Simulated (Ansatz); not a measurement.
Geometry optimisation, Ansatz, DFT PBEsol, scalar-relativistic, plane waves, PAW.

input.yaml

```yaml
crystal:
  lattice:
    - [10.86, 0.0, 0.0]
    - [0.0, 10.86, 0.0]
    - [0.0, 0.0, 10.86]
  atoms:
    - { symbol: Si, position: [0.5, 0.0, 0.0] }
    - { symbol: Si, position: [0.625, 0.125, 0.125] }
    - { symbol: Si, position: [0.75, 0.25, 0.0] }
    - { symbol: Si, position: [0.875, 0.375, 0.125] }
    - { symbol: Si, position: [0.75, 0.0, 0.25] }
    - { symbol: Si, position: [0.875, 0.125, 0.375] }
    - { symbol: Si, position: [0.0, 0.0, 0.0] }
    - { symbol: Si, position: [0.125, 0.125, 0.125] }
    - { symbol: Si, position: [0.25, 0.25, 0.0] }
    - { symbol: Si, position: [0.375, 0.375, 0.125] }
    - { symbol: Si, position: [0.5, 0.5, 0.0] }
    - { symbol: Si, position: [0.625, 0.625, 0.125] }
    - { symbol: Si, position: [0.75, 0.75, 0.0] }
    - { symbol: Si, position: [0.875, 0.875, 0.125] }
    - { symbol: Si, position: [0.25, 0.0, 0.25] }
    - { symbol: Si, position: [0.375, 0.125, 0.375] }
    - { symbol: Si, position: [0.5, 0.25, 0.25] }
    - { symbol: Si, position: [0.625, 0.375, 0.375] }
    - { symbol: Si, position: [0.75, 0.5, 0.25] }
    - { symbol: Si, position: [0.875, 0.625, 0.375] }
    - { symbol: Si, position: [0.5, 0.0, 0.5] }
    - { symbol: Si, position: [0.625, 0.125, 0.625] }
    - { symbol: Si, position: [0.75, 0.25, 0.5] }
    - { symbol: C, position: [0.75, 0.5, 0.75] }
    - { symbol: Si, position: [0.75, 0.0, 0.75] }
    - { symbol: Si, position: [0.875, 0.125, 0.875] }
    - { symbol: Si, position: [0.0, 0.5, 0.0] }
    - { symbol: Si, position: [0.125, 0.625, 0.125] }
    - { symbol: Si, position: [0.25, 0.75, 0.0] }
    - { symbol: Si, position: [0.375, 0.875, 0.125] }
    - { symbol: Si, position: [0.0, 0.25, 0.25] }
    - { symbol: Si, position: [0.125, 0.375, 0.375] }
    - { symbol: Si, position: [0.25, 0.5, 0.25] }
    - { symbol: Si, position: [0.375, 0.625, 0.375] }
    - { symbol: Si, position: [0.5, 0.75, 0.25] }
    - { symbol: Si, position: [0.625, 0.875, 0.375] }
    - { symbol: Si, position: [0.0, 0.0, 0.5] }
    - { symbol: Si, position: [0.125, 0.125, 0.625] }
    - { symbol: Si, position: [0.25, 0.25, 0.5] }
    - { symbol: Si, position: [0.375, 0.375, 0.625] }
    - { symbol: Si, position: [0.5, 0.5, 0.5] }
    - { symbol: Si, position: [0.625, 0.625, 0.625] }
    - { symbol: Si, position: [0.75, 0.75, 0.5] }
    - { symbol: Si, position: [0.875, 0.875, 0.625] }
    - { symbol: Si, position: [0.25, 0.0, 0.75] }
    - { symbol: Si, position: [0.375, 0.125, 0.875] }
    - { symbol: Si, position: [0.5, 0.25, 0.75] }
    - { symbol: Si, position: [0.625, 0.375, 0.875] }
    - { symbol: Si, position: [0.875, 0.625, 0.875] }
    - { symbol: Si, position: [0.0, 0.75, 0.25] }
    - { symbol: Si, position: [0.125, 0.875, 0.375] }
    - { symbol: Si, position: [0.0, 0.5, 0.5] }
    - { symbol: Si, position: [0.125, 0.625, 0.625] }
    - { symbol: Si, position: [0.25, 0.75, 0.5] }
    - { symbol: Si, position: [0.375, 0.875, 0.625] }
    - { symbol: Si, position: [0.0, 0.25, 0.75] }
    - { symbol: Si, position: [0.125, 0.375, 0.875] }
    - { symbol: Si, position: [0.25, 0.5, 0.75] }
    - { symbol: Si, position: [0.375, 0.625, 0.875] }
    - { symbol: Si, position: [0.5, 0.75, 0.75] }
    - { symbol: Si, position: [0.625, 0.875, 0.875] }
    - { symbol: Si, position: [0.0, 0.75, 0.75] }
    - { symbol: Si, position: [0.125, 0.875, 0.875] }
basis:
  ecutwfc: 420.0
kpoints:
  mp_grid: { grid: [1, 1, 1] }
hamiltonian:
  xc: pbesol
  pseudopotentials: { kind: paw, azcp: { folder: soft_1 } }
scf:
  occupations: { method: fermi_dirac, width: 0.02 }
  lower_state_search: "off"
relax:
  f_tol: 0.03
  max_steps: 60
  adjacent_minimum: "off"
```

Command:

```bash
$ ansatz run input.yaml --threads 4 --pin off --max-ram 10240MiB --backend cpu --events-out ev --progress --plain --runs-dir out
```

Task: Where does it end, and by what steps?

Result: The run converged. The force dipped under the threshold on the way, but the program's further checks kept it going. Limits of this set-up: coarse k mesh, PAW files made for another functional. After 6 steps the energy has fallen by 2.854 eV; C24 moved furthest, 0.71 Å.

```csv
step,energy less start (eV),largest force component (eV/Å),accepted
0,0.0000,1.298,yes
1,-1.6328,1.329,yes
2,-2.5847,0.560,yes
3,-2.7648,0.237,yes
4,-2.7664,0.260,yes
5,-2.8539,0.026,yes
6,-2.8539,0.026,yes
```

```xyz
63
Lattice="10.8600 0.0000 0.0000 0.0000 10.8600 0.0000 0.0000 0.0000 10.8600" Properties=species:S:1:pos:R:3
Si 5.429 0.023 0.001
Si 6.826 1.408 1.301
Si 8.150 2.825 -0.100
Si 9.499 4.076 1.356
Si 8.130 0.007 2.722
Si 9.563 1.342 4.057
Si 0.004 -0.002 -0.051
Si 1.378 1.337 1.300
Si 2.717 2.711 -0.051
Si 4.064 4.079 1.366
Si 5.432 5.440 -0.002
Si 6.768 6.807 1.369
Si 8.135 8.143 -0.002
Si 9.496 9.511 1.366
Si 2.719 -0.004 2.711
Si 4.130 1.337 4.052
Si 5.481 2.711 2.713
Si 6.855 4.074 4.144
Si 8.141 5.434 2.727
Si 9.501 6.720 4.144
Si 5.481 -0.002 5.426
Si 6.855 1.429 6.789
Si 8.317 2.734 5.449
C 7.734 5.841 8.556
Si 8.141 0.012 8.149
Si 9.501 1.429 9.435
Si -0.110 5.425 -0.100
Si 1.307 6.749 1.301
Si 2.692 8.146 0.001
Si 4.067 9.508 1.363
Si 0.027 2.688 2.655
Si 1.373 4.012 4.057
Si 2.708 5.445 2.722
Si 4.129 6.749 4.123
Si 5.429 8.146 2.738
Si 6.826 9.446 4.123
Si 0.027 -0.060 5.403
Si 1.373 1.342 6.727
Si 2.775 2.688 5.403
Si 4.074 4.076 6.791
Si 5.530 5.425 5.540
Si 6.912 6.663 7.085
Si 8.150 8.045 5.540
Si 9.499 9.501 6.791
Si 2.708 0.007 8.160
Si 4.129 1.408 9.464
Si 5.530 2.825 8.140
Si 6.912 4.370 9.378
Si 9.205 6.663 9.378
Si 0.004 8.094 2.713
Si 1.378 9.445 4.052
Si -0.019 5.258 5.449
Si 1.286 6.720 6.789
Si 2.717 8.094 5.426
Si 4.064 9.511 6.794
Si -0.019 2.734 7.973
Si 1.286 4.074 9.435
Si 2.703 5.434 8.149
Si 4.061 6.807 9.522
Si 5.432 8.143 8.155
Si 6.768 9.514 9.522
Si -0.110 8.045 8.140
Si 1.307 9.446 9.464
```

Time of the run: 32 s on 4 threads of Arm Neoverse V1 (shared host), peak memory 1.1 GiB.
